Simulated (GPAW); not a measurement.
Crystal: Fe.

```xyz
1
Lattice="-1.4430 1.4430 1.4430 1.4430 -1.4430 1.4430 1.4430 1.4430 -1.4430" Properties=species:S:1:pos:R:3 pbc="T T T"
Fe    0.0000    0.0000    0.0000
```

Base run:

```yaml
Program: GPAW 26.7.0
Functional: C09-vdW
Potentials_or_basis: GPAW PAW data sets (gpaw-data 1.2.1)
Cutoff: 600 eV
Basis: pw
k_mesh: 10 × 10 × 10
Occupations: fermi-dirac, width 0.05 eV
Spin: collinear spin, ferromagnetic start
Starting_moments: "[3.0] μB"
```

Its results: net moment 2.16 μB per cell; site moments Fe +2.19 μB.

Q: The run is repeated on the same cell with these changes: functional from C09-vdW to rSCAN; band points from 60 to 100. What comes out?

A: Net moment 2.70 μB per cell; site moments Fe +2.84 μB.
